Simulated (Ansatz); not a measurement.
# 1T-CoBrI monolayer in a perpendicular field, part 2 of 2

What dipole does a perpendicular field induce in the 1T-CoBrI monolayer? A positive field points along +c.

Ansatz 0.2.0; plane-wave DFT, PBE-D3(BJ), Ansatz PAW.

So far. Step 2 (Relaxation): The lattice constant a goes from 3.680 to 3.712 Å.

**3. Single point, field 0**

A sawtooth potential applies the field, turning back in the middle of the vacuum. With the dipole correction the typed value is the field outside the slab. The induced dipole is small, so the SCF threshold is tight.

The cell differs from the one that the last finished run ended in (c 36.363 → 20.813 Å).

input.yaml

```yaml
crystal:
  lattice:
    - [3.7115194704, 0.0, 0.0]
    - [-1.8557597352, 3.214270148, 0.0]
    - [0.0, 0.0, 20.8132983095]
  atoms:
    - { symbol: I, position: [0.6666666667, 0.3333333333, 0.4324158462], spin: -0.01 }
    - { symbol: Co, position: [0.0, 0.0, 0.5031986825], spin: 0.94 }
    - { symbol: Br, position: [0.3333333333, 0.6666666667, 0.5675841538], spin: 0.03 }
magnetization:
  spin_polarized: true
kpoints:
  mp_grid: { grid: [18, 18, 1] }
  band_path:
    path: [[0, 0, 0], [0.5, 0, 0], [0.33333333, 0.33333333, 0], [0, 0, 0]]
    npoints: 16
hamiltonian:
  xc: pbe
  dispersion: d3bj
scf:
  occupations: { method: fermi_dirac, width: 0.02585 }
  convergence: { dr2_threshold: 1.0e-10 }
efield:
  axis: 3
  dipole_correction: true
  ramp_position: 0.97
  ramp_width: 0.06
  amplitude: 0
output:
  dos: { projected: true, e_range: [-6, 5] }
  write_potential: true
  write_density: true
  volumetric_format: npy
  elf: true
```

Run with:

```sh
$ ansatz run input.yaml --threads 4 --pin off --max-ram 6144MiB --backend cpu --events-out ev --progress --plain --runs-dir out
```

Numbers of over 12 decimals in the logs are rounded to 6 here.

Output:

```text
[...]
Crystal: 3 atoms, lattice volume = 248.299 Å³
Basis set: ecut = 420 eV, 4869 PW (Γ)
Bands: 26, of which v1, the nominal top of the filled ones, is band 21 counted from 1 (20 counted from 0)
Symmetry: 6 space group operations
k-points: 37 of 324 (time reversal used)
[...]
Starting moments: Σ|m| = 0.98 μB on 3 of 3 sites
[...]
SCF iter   1: F=—  HF=-15420.835018 eV  |F-HF|=—  |Δ(HF+E_count)|=         —  Δρ=1.86e-2 (↑1.54e-2 ↓1.86e-2)  dr2=2.36e0  dr2_m=7.59e-2  M=1.002 μB ∫|m|=1.029 μB  β_m=1.00  ethr=3.10e-3  p=-0.000 e·Å  D=-4.06e-7 V/Å  ΔV_dip=0.00 eV  dr2_dipole=3.60e-2  V_vac-E_F(+/−)=5.00/5.00 eV  ⟨swp⟩=14.0  Hψ=13505  notcnv=0
[...]
efield: sawtooth ramp at fractional position 0.9700 (set: `efield.ramp_position`, or a place that a band, a saddle search or an elastic batch's reference lends), width 0.0600; the density the first Hamiltonian is built on has a dipole p = -0.000 e·Å; the dipole correction subtracts the counter field D = -4.06e-7 V/Å, which shifts the + side's vacuum level by +0.00 eV against the − side's; the planar-averaged density in the ramp window peaks in size at 3.8e-6 e/Å³
[...]
SCF iter   2: F=—  HF=-15421.920930 eV  |F-HF|=—  |Δ(HF+E_count)|=    1.09e0  Δρ=9.96e-3 (↑9.71e-3 ↓9.96e-3)  dr2=7.88e-1  dr2_m=2.38e-3  M=1.001 μB ∫|m|=1.065 μB  β_m=0.49  ethr=3.10e-3  p=-0.008 e·Å  D=-5.67e-3 V/Å  ΔV_dip=0.12 eV  dr2_dipole=1.74e-2  V_vac-E_F(+/−)=4.86/4.75 eV  ⟨swp⟩=3.1  Hψ=3229  notcnv=0  defer=44
density mixer auto → msr1: a metal under ldos (density of states about μ 1.82 of a free-electron gas's, 30 screened modes)
SCF iter   3: F=—  HF=-15423.112185 eV  |F-HF|=—  |Δ(HF+E_count)|=    1.19e0  Δρ=5.45e-3 (↑5.45e-3 ↓1.84e-3)  dr2=3.43e-2  dr2_m=2.08e-2  M=1.000 μB ∫|m|=1.115 μB  β_m=0.65  ethr=1.92e-3  p=-0.027 e·Å  D=-2.00e-2 V/Å  ΔV_dip=0.42 eV  dr2_dipole=1.81e-3  V_vac-E_F(+/−)=4.80/4.38 eV  ⟨swp⟩=4.4  Hψ=3517  notcnv=0  defer=44
[...]
SCF iter  14: F=-15423.240776 eV  HF=-15423.240776 eV  |F-HF|=5.28e-11  |Δ(HF+E_count)|=  8.37e-11  Δρ=4.03e-8 (↑4.03e-8 ↓2.92e-8)  dr2=8.81e-12  dr2_m=1.27e-13  M=1.000 μB ∫|m|=1.096 μB  ethr=1.00e-12  p=-0.050 e·Å  D=-3.68e-2 V/Å  ΔV_dip=0.77 eV  dr2_dipole=5.78e-13  V_vac-E_F(+/−)=5.20/4.44 eV  ⟨swp⟩=6.9  Hψ=7342  notcnv=0
SCF 1 converged in 14 iterations: F = -15423.240776 eV  dr2 = 8.81e-12
[...]
NSCF: frozen V_eff on 49 k-points
efield: sawtooth ramp at fractional position 0.9700 (kept from the solve that this one continues, or follows in the run), width 0.0600; the density the first Hamiltonian is built on has a dipole p = -0.050 e·Å; the dipole correction subtracts the counter field D = -3.68e-2 V/Å, which shifts the + side's vacuum level by +0.77 eV against the − side's; the planar-averaged density in the ramp window peaks in size at 5.0e-6 e/Å³
SCF converged after 14 iterations
Magnetization: 1.0000 μB (21.0000 up, 20.0000 down)
Absolute magnetization: 1.0963 μB (∫|ρ↑−ρ↓|, with the PAW one-centre terms)
[...]
Per-site moments (μB) at R_I (Å): [(-0.00771864, 1.072673), (0.934498, 1.042539), (0.025658, 1.042539)]
Free energy (F): -15423.240776 eV
[...]
Internal energy: -15423.233393 eV  (E = F + TS)
E sigma→0 (E₀):  -15423.237085 eV
Entropy (-TS):   -0.007383 eV (-2.461 meV/atom)
Fermi energy:    -0.829629 eV
Dipole field:    D = -0.036760 V/Å  (p = -0.050442 e·Å, saw-weighted, corrected)
Work function:   Φ+ = 5.2050 eV   Φ− = 4.4399 eV
Levels:          The Fermi level and band energies are counted from a zero that moves with the ramp; work functions are not
[...]
--- Band table (eV; the first three rows and the last of 74) ---
  k-point 0 ↑: bands = [... 17 lower, -2.2321, -2.2321, -1.8585, -0.2462, -0.2462, 2.5778, 3.4560, 3.8849, ... 1 higher]
  k-point 1 ↑: bands = [... 17 lower, -2.1739, -2.0826, -1.7821, -0.3911, -0.2808, 2.6743, 3.5405, 3.9975, ... 1 higher]
  k-point 2 ↑: bands = [... 17 lower, -2.1681, -1.9077, -1.6767, -0.7213, -0.3689, 2.9145, 3.7450, 4.1820, ... 1 higher]
  k-point 36 ↓: bands = [... 17 lower, -1.5458, -1.2857, -1.1956, -0.0341, 0.3450, 3.8248, 5.1461, 6.1741, ... 1 higher]
```

Elapsed: 29 s, on 4 threads of Arm Neoverse V1, shared host; peak memory 0.89 GiB; 1.8 min of CPU time.

Reading the cycles: dr2 is the Hartree energy of the density residual (eV), the measure of convergence; HF is the Harris–Foulkes estimate of the energy, which meets the free energy F at convergence.

Numbers from this step:

| Quantity | Value |
| --- | --- |
| energy at zero smearing | -15423.2371 eV |
| total moment | 1.000 μB |
| site moments | -0.007719, 0.9345, 0.02566 μB |
| work function, upper face | 5.205 eV |
| work function, lower face | 4.440 eV |
| dipole along the normal | -0.05044 e·Å |
| step between the vacuum levels | 0.7651 eV |

Running mean over a fixed 2.7 Å (it still follows the layers) of the planar mean; the ramp of the sawtooth is left out. The electron's electrostatic potential energy less the Fermi level by z:

| z (Å) | electron's electrostatic potential energy less the Fermi level (eV) |
| --- | --- |
| 3.0 | 4.44 |
| 3.5 | 4.44 |
| 4.0 | 4.44 |
| 4.5 | 4.44 |
| 5.0 | 4.44 |
| 5.5 | 4.42 |
| 6.0 | 4.36 |
| 6.5 | 4.13 |
| 7.0 | 3.21 |
| 7.5 | 1.75 |
| 8.0 | 0.266 |
| 8.5 | -1.47 |
| 9.0 | -3.45 |
| 9.5 | -5.12 |
| 10.0 | -5.74 |
| 10.5 | -6.81 |
| 11.0 | -7.32 |
| 11.5 | -6.02 |
| 12.0 | -3.81 |
| 12.5 | -1.73 |
| 13.0 | 0.609 |
| 13.5 | 3.28 |
| 14.0 | 4.78 |
| 14.5 | 5.11 |
| 15.0 | 5.19 |
| 15.5 | 5.20 |
| 16.0 | 5.20 |
| 16.5 | 5.20 |
| 17.0 | 5.20 |
| 17.5 | 5.20 |

The density of states has structure finer than the step of the table below, so its rows give means over 0.25 eV, whole bins alone (the curve runs from -6 to 1.99 eV). Peaks (eV: height): total -5.170: 15.9, -1.070: 9.77, -0.840: 10.8, -0.790: 11.0, -0.460: 18.6, -0.380: 10.5, -0.320: 12.2; up -5.170: 11.4, -3.820: 6.99, -1.070: 9.77, -0.930: 6.82, -0.840: 7.67, -0.270: 5.50, 0.040: 6.15; down -5.120: 7.65, -3.380: 7.85, -0.710: 7.98, -0.460: 17.2, -0.380: 9.39, -0.320: 9.23, 1.250: 9.04.

Density of states against energy, zero at the Fermi level; means over each step; values in states/eV a cell:

| energy (eV) | total | up | down |
| --- | --- | --- | --- |
| -5.75 | 1.83 | 0.942 | 0.888 |
| -5.50 | 1.41 | 0.754 | 0.661 |
| -5.25 | 6.26 | 3.57 | 2.69 |
| -5.00 | 2.50 | 0.957 | 1.54 |
| -4.75 | 1.24 | 0.615 | 0.627 |
| -4.50 | 1.14 | 0.596 | 0.542 |
| -4.25 | 1.41 | 0.773 | 0.637 |
| -4.00 | 4.41 | 3.05 | 1.35 |
| -3.75 | 5.00 | 3.32 | 1.68 |
| -3.50 | 4.77 | 1.47 | 3.30 |
| -3.25 | 4.23 | 1.85 | 2.37 |
| -3.00 | 3.41 | 1.45 | 1.96 |
| -2.75 | 2.56 | 1.03 | 1.53 |
| -2.50 | 2.13 | 0.938 | 1.19 |
| -2.25 | 2.66 | 1.17 | 1.49 |
| -2.00 | 0.791 | 0.269 | 0.522 |
| -1.75 | 0.335 | 0.110 | 0.225 |
| -1.50 | 0.946 | 0.859 | 0.0871 |
| -1.25 | 3.25 | 3.25 | 0 |
| -1.00 | 5.81 | 5.33 | 0.478 |
| -0.75 | 6.05 | 2.28 | 3.76 |
| -0.50 | 6.52 | 0.592 | 5.93 |
| -0.25 | 4.49 | 2.40 | 2.09 |
| 0.00 | 3.09 | 3.09 | 0 |
| 0.25 | 1.79 | 1.79 | 0 |
| 0.50 | 0.345 | 0.345 | 0 |
| 0.75 | 1.38 | 0 | 1.38 |
| 1.00 | 2.28 | 0 | 2.28 |
| 1.25 | 4.31 | 0 | 4.31 |
| 1.50 | 0.223 | 0 | 0.223 |
| 1.75 | 0 | 0 | 0 |

Projected DOS per atom over height of the atomic layer and energy from the Fermi level. Layers: I Co Br from below.

Ten even steps from '0' (0.0 states/eV) to '9' (5.8 states/eV), each cell a mean:
```
000
010
030
010
000
120
090
070
070
020
000
101
101
211
212
123
213
000
000
303
101
100
```
Columns: height of the atomic layer (Å) from 9 to 11.8; rows upwards: energy from the Fermi level (eV) from -5.96 to 1.96.

Projected DOS per atom, spin up over height of the atomic layer and energy from the Fermi level. Layers: I Co Br from below.

Values in states/eV, 22 rows by 3 columns, each cell a mean:
```
0.00 0.00 0.00
0.00 0.00 0.00
0.00 0.00 0.00
0.01 0.01 0.00
0.37 0.48 0.18
0.72 1.47 0.50
0.36 1.04 0.29
0.12 2.02 0.20
0.13 3.89 0.20
0.04 1.48 0.06
0.04 0.05 0.05
0.41 0.11 0.39
0.39 0.18 0.35
0.57 0.28 0.42
0.84 0.37 0.49
0.57 0.81 0.98
0.79 0.87 1.38
0.21 0.14 0.30
0.23 0.11 0.27
0.93 0.24 1.10
0.44 0.15 0.40
0.43 0.18 0.22
```
Columns: height of the atomic layer (Å) from 9 to 11.8; rows upwards: energy from the Fermi level (eV) from -5.96 to 1.96.

Projected DOS per atom, spin down over height of the atomic layer and energy from the Fermi level. Layers: I Co Br from below.

Ten even steps from '0' (0.0 states/eV) to '9' (4.8 states/eV), each cell a mean:
```
000
010
140
020
000
000
090
050
000
000
000
101
100
200
112
102
001
000
000
202
000
000
```
Columns: height of the atomic layer (Å) from 9 to 11.8; rows upwards: energy from the Fermi level (eV) from -5.96 to 1.96.

Deep bands are left out, so band numbers here count from the lowest band kept and differ from the log's. The electronic bands at the labelled points (eV, zero at the Fermi level; # counts the bands kept):

| point | up #8 | up #9 | up #10 | up #11 | down #7 | down #8 | down #9 | down #10 |
| --- | --- | --- | --- | --- | --- | --- | --- | --- |
| Γ | -1.40 | -1.03 | 0.58 | 0.58 | -0.83 | -0.83 | -0.58 | 1.48 |
| halfway | -0.91 | -0.79 | -0.36 | 0.26 | -0.86 | -0.46 | -0.32 | 0.83 |
| M | -1.11 | -0.99 | 0.14 | 0.28 | -0.93 | -0.51 | -0.48 | 1.30 |
| halfway | -1.05 | -0.93 | -0.24 | 0.09 | -0.73 | -0.50 | -0.43 | 0.91 |
| K | -0.93 | -0.86 | -0.47 | -0.05 | -0.72 | -0.46 | -0.37 | 0.80 |
| halfway | -0.90 | -0.81 | -0.26 | -0.12 | -0.75 | -0.44 | -0.35 | 0.88 |
| Γ | -1.40 | -1.03 | 0.58 | 0.58 | -0.83 | -0.83 | -0.58 | 1.48 |

Spin density in the ca plane at fractional y = 0.000, with atoms of Co within 0.2 Å of it.

Values in e/Å³, 6 rows by 16 columns, each cell a mean:
```
0.0 0.0 0.0 0.0 0.0 0.0 0.0 0.7 0.0 0.0 0.0 0.0 0.0 0.0 0.0 0.0
0.0 0.0 0.0 0.0 0.0 0.0 0.0 0.0 0.0 0.0 0.0 0.0 0.0 0.0 0.0 0.0
0.0 0.0 0.0 0.0 0.0 0.0 0.0 0.0 0.0 0.0 0.0 0.0 0.0 0.0 0.0 0.0
0.0 0.0 0.0 0.0 0.0 0.0 0.0 0.0 0.0 0.0 0.0 0.0 0.0 0.0 0.0 0.0
0.0 0.0 0.0 0.0 0.0 0.0 0.0 0.1 0.0 0.0 0.0 0.0 0.0 0.0 0.0 0.0
0.0 0.0 0.0 0.0 0.0 0.0 0.0 1.2 0.0 0.0 0.0 0.0 0.0 0.0 0.0 0.0
```
Columns run along c (16.0 Å, from fractional 0.15 to 0.92 of the cell), rows up along a (3.7 Å). Atoms in or near the plane, at fractional coordinates: Co at (0.50, 0.00).

Valence density in the ca plane at fractional y = 0.000, with atoms of Co within 0.2 Å of it. It is the smooth field of the valence electrons, not physical close to the nuclei.

Values in e/Å³, 6 rows by 16 columns, each cell a mean:
```
 0  0  0  0  0  0  1 11  1  0  0  0  0  0  0  0
 0  0  0  0  0  0  0  0  0  0  0  0  0  0  0  0
 0  0  0  0  0  0  0  0  0  0  0  0  0  0  0  0
 0  0  0  0  0  0  0  0  0  0  0  0  0  0  0  0
 0  0  0  0  0  0  0  1  0  0  0  0  0  0  0  0
 0  0  0  0  0  0  1 20  2  0  0  0  0  0  0  0
```
Columns run along c (16.0 Å, from fractional 0.15 to 0.92 of the cell), rows up along a (3.7 Å). Atoms in or near the plane, at fractional coordinates: Co at (0.50, 0.00).

ELF of down spins in the ca plane at fractional y = 0.000, with atoms of Co within 0.2 Å of it. It is the smooth field of the valence electrons, not physical close to the nuclei.

Ten even steps from '0' (0.00) to '9' (0.96), each cell a mean:
```
00000000000000001125984210000000000000000000
00000000000000123311331121100000000000000000
00000000000013456542112455321000000000000000
00000000000146776663114677642100000000000000
00000000001257776663125777753100000000000000
00000000000246776663124777753100000000000000
00000000000124666652113566531000000000000000
00000000000001344421211233210000000000000000
00000000000000012213652111000000000000000000
00000000000000001137995210000000000000000000
```
Columns run along c (16.0 Å, from fractional 0.15 to 0.92 of the cell), rows up along a (3.7 Å). Atoms in or near the plane, at fractional coordinates: Co at (0.50, 0.00).

The work function of the upper face is 5.20 eV.

**4. Atoms held, field 0.1 V/Å**

input.yaml: that of step 3 with these lines changed.

```diff
@@ -27,5 +27,4 @@
   ramp_width: 0.06
-  amplitude: 0
+  amplitude: 0.1
 output:
-  dos: { projected: true, e_range: [-6, 5] }
   write_potential: true
@@ -33,2 +32 @@
   volumetric_format: npy
-  elf: true
```

Output:

```text
[...]
Crystal: 3 atoms, lattice volume = 248.299 Å³
Basis set: ecut = 420 eV, 4869 PW (Γ)
Bands: 26, of which v1, the nominal top of the filled ones, is band 21 counted from 1 (20 counted from 0)
Symmetry: 6 space group operations
k-points: 37 of 324 (time reversal used)
[...]
Starting moments: Σ|m| = 0.98 μB on 3 of 3 sites
[...]
k-point 1 ↑: bands = [... 17 lower, -2.1865, -2.0945, -1.7936, -0.4064, -0.2963, 2.5477, 3.3880, 4.0004, ... 1 higher]
  k-point 2 ↑: bands = [... 17 lower, -2.1807, -1.9195, -1.6879, -0.7363, -0.3842, 2.7558, 3.6354, 4.1318, ... 1 higher]
  k-point 36 ↓: bands = [... 17 lower, -1.5589, -1.2999, -1.2086, -0.0494, 0.3322, 3.7985, 5.1032, 6.1397, ... 1 higher]
[key lines of the parts left out:]
SCF converged after 14 iterations
Magnetization: 1.0000 μB (21.0000 up, 20.0000 down)
Free energy (F): -15423.237375 eV
Fermi energy:    -0.843327 eV
Dipole field:    D = -0.012809 V/Å  (p = -0.017577 e·Å, saw-weighted, corrected)
```

Run time: 28 s. Hardware: 4 threads; peak memory 0.9 GiB; 1.8 min of CPU time.

The dipole is -0.0176 e·Å, 0.0329 e·Å from its value without field.

**5. Single point, field -0.1 V/Å**

input.yaml: that of step 4 with these lines changed.

```diff
@@ -27,3 +27,3 @@
   ramp_width: 0.06
-  amplitude: 0.1
+  amplitude: -0.1
 output:
```

Output:

```text
[...]
Crystal: 3 atoms, lattice volume = 248.299 Å³
Basis set: ecut = 420 eV, 4869 PW (Γ)
Bands: 26, of which v1, the nominal top of the filled ones, is band 21 counted from 1 (20 counted from 0)
Symmetry: 6 space group operations
k-points: 37 of 324 (time reversal used)
[...]
Starting moments: Σ|m| = 0.98 μB on 3 of 3 sites
[...]
k-point 1 ↑: bands = [... 17 lower, -2.1625, -2.0718, -1.7717, -0.3768, -0.2664, 2.7505, 3.6148, 3.8783, ... 1 higher]
  k-point 2 ↑: bands = [... 17 lower, -2.1565, -1.8969, -1.6666, -0.7074, -0.3546, 3.0180, 3.7408, 4.1240, ... 1 higher]
  k-point 36 ↓: bands = [... 17 lower, -1.5338, -1.2726, -1.1837, -0.0198, 0.3567, 3.8492, 5.1856, 6.1971, ... 1 higher]
[key lines of the parts left out:]
SCF converged after 14 iterations
Magnetization: 1.0000 μB (21.0000 up, 20.0000 down)
Free energy (F): -15423.247462 eV
Fermi energy:    -0.816983 eV
Dipole field:    D = -0.060684 V/Å  (p = -0.083270 e·Å, saw-weighted, corrected)
```

It took 28 s on 4 threads; peak memory 0.89 GiB; 1.8 min of CPU time.

The dipole is -0.0833 e·Å, -0.0328 e·Å from its value without field.

**6. Response, atoms held**

This step: plane-wave DFT, PBE-D3(BJ), Ansatz PAW; response to a field along the normal, atoms held (Ansatz 0.2.0).

The dipoles give the slope, and the difference of two potentials shows where the field is screened.

This step gave:

```
equivalent conductor thickness p/(ε₀AE) : 4.982 Å
distance between the outer atoms        : 2.813 Å
```

Dipole of the cell against applied field:

| applied field (V/Å) | dipole of the cell (e·Å) |
| --- | --- |
| -0.1000 | -0.0833 |
| 0.0000 | -0.0504 |
| 0.1000 | -0.0176 |

The total moment stays at 1 μB for applied field from -0.1 to 0.1 V/Å.

Local field over the applied field, running mean. From the potentials at -0.1 and 0.1 V/Å; running mean over 2.5 Å. Local field over applied field against z:

z (Å), local field over applied field and a bar:
```
      4.5      0.997 ##############################
      5.0      0.992 ##############################
      5.5      0.978 #############################
      6.0      0.944 ############################
      6.5      0.870 ##########################
      7.0      0.740 ######################
      7.5      0.576 ################
      8.0      0.400 ###########
      8.5      0.237 ######
      9.0      0.125 ##
      9.5      0.080 
     10.0      0.065 
     10.5      0.067 
     11.0      0.094 #
     11.5      0.147 ###
     12.0      0.244 ######
     12.5      0.394 ###########
     13.0      0.570 ################
     13.5      0.735 ######################
     14.0      0.868 ##########################
     14.5      0.946 ############################
     15.0      0.980 #############################
     15.5      0.993 ##############################
     16.0      0.998 ##############################
     16.5      0.999 ##############################
```

Electrons, planar mean, per unit field. Induced electron density against z:

z (Å), induced electron density (e/Å³ per V/Å) and a bar from the least value:
```
     4.05    0.00000 ###############
     4.48    0.00001 ###############
     4.91    0.00003 ################
     5.35    0.00008 ################
     5.78    0.00018 ################
     6.22    0.00041 #################
     6.65    0.00089 ###################
     7.08    0.00180 ########################
     7.52    0.00300 #############################
     7.95    0.00322 ##############################
     8.38    0.00144 ######################
     8.82    0.00130 #####################
     9.25    0.00026 #################
     9.68   -0.00044 #############
    10.12   -0.00106 ###########
    10.70    0.00041 #################
    11.13    0.00077 ###################
    11.56   -0.00079 ############
    12.00   -0.00140 #########
    12.43   -0.00245 ####
    12.86   -0.00340 
    13.30   -0.00231 #####
    13.73   -0.00115 ##########
    14.16   -0.00051 #############
    14.60   -0.00021 ##############
    15.03   -0.00008 ###############
    15.47   -0.00003 ###############
    15.90   -0.00001 ###############
    16.33    0.00000 ###############
    16.77    0.00000 ###############
```

By hand: between -0.1 and 0.1 V/Å the dipole changes by 0.06569 e·Å, a slope of 0.3285 e·Å²/V. A perfect conductor of thickness t has p = ε₀AEt, so t = 180.95 × 0.3285 / 11.930 = 4.98 Å (e/ε₀ = 180.95 V·Å, A in Å²).

The induced dipole is that of a conductor 4.98 Å thick.

**7. Outcome**

```yaml
gap_without_field: none
work_function_upper_face: 5.20 eV
step_between_the_vacuum_levels: 0.765 eV
equivalent_conductor_thickness_atoms_held: 4.98 Å
```

**Reading.** The induced dipole equals that of a perfect conductor 4.98 Å thick, while the outer atoms lie 2.81 Å apart. The two faces differ: the vacuum level above lies 0.77 eV higher than the one below. There is no gap over 0.03 eV, with or without the field. For an open d or f shell that can be the fault of a semilocal functional without a Hubbard term. The magnetic order is the one reached from the typed start; other orders were not compared. Spin-orbit coupling is left out, which matters for the bands of elements this heavy.

[Logs are printed without paths, hosts, clocks, repeated set-up lines and the standing remarks that a program may print on its own settings, such as how far it seeks lower states.]

[Hosts, paths, dates, database ids (printed as entryN), source tags and the programs' standing remarks are cut or masked in the printed files.]

[Maps of the electrostatic potential energy from Ansatz leave out the sawtooth potential of an applied field or a dipole correction, so their vacuum need not be flat; planar profiles and work functions include it.]

[The density of states shown here was stored with 400 of the rows of the run's finer table, so its peaks can read low, often by over a quarter, or be missed, and its means over a window can be off by a tenth or more.]
